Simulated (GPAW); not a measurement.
Runs of GPAW 26.7.0 on MoSe2. The structure is hexagonal, space group P6_3/mmc (No. 194). Conventional cell: a = 3.288 Å, b = 3.288 Å, c = 12.900 Å, α = 90.00°, β = 90.00°, γ = 120.00°. Mo (site symmetry -6m2) has 6 Se at 2.49 Å as nearest neighbours. Around Se (site symmetry 3m) lie 3 Mo at 2.49 Å. 

| task | level | potentials or basis | spin | cell | band path | band points | spin axis theta (degrees) | spin axis phi (degrees) | eigensolver | gap on the mesh (eV) | pressure (GPa) | largest force (eV/Å) |
| --- | --- | --- | --- | --- | --- | --- | --- | --- | --- | --- | --- | --- |
| band structure | SOGGA | PAW data sets generated in the run's folder for this functional, pw | SOC, no magnetisation | as given | GMKGALHA,LM,KH | 60 | 90 | 0 | - | (d) | 2.9 | 0.79 |
| band structure | RPBE | the program's PAW data sets (release 1.2.1) made for this functional, pw | SOC, no magnetisation | as given | GMKGALHA,LM,KH | 80 | 90 | 45 | - | (b) | 10.6 | 1.21 |
| band structure | OLYP | PAW data sets generated in the run's folder for this functional, pw | SOC, no magnetisation | as given | GMKGALHA,LM,KH | 100 | 54.7 | 45 | davidson | 0.89 | 7.1 | 0.62 |
| relaxation of cell and atoms | LDA | the program's PAW data sets (release 1.2.1) made for this functional, pw | off | relaxed | - | - | - | - | - | 0.81 | -0.1 | 0.02 |
| band structure | TASK | GPAW PAW data sets (gpaw-data 1.2.1), pw | SOC, no magnetisation | as given | GMKGALHA,LM,KH | 60 | 54.7 | 45 | - | (a) | 12.4 | (c) |

Alike in all rows: k mesh 6 × 6 × 2; cutoff (eV) 600; smearing fermi-dirac 0.05 eV.

Problem. Estimate the missing entries.

Solution. (a) 0.99; (b) 0.86; (c) 0.78; (d) 0.83.

Caveats: spin-orbit coupling was added after a scalar SCF, so levels and gaps hold it while energy, forces, pressure and moments don't (some runs); this program's spin-orbit splittings come out too wide for heavy elements (some runs); the cell's inner coordinates are idealised or old, which leaves forces on the atoms (some runs); this functional lacks dispersion, which binds the layers, so the pressure and a relaxed spacing across them are unreliable (some runs); later steps reuse the first step's grids (some runs); the PAW data sets were made with another functional, which shifts forces and pressure a little (some runs).

A k mesh can miss the band edges, and rows without SOC leave out spin-orbit coupling on Mo, Se.
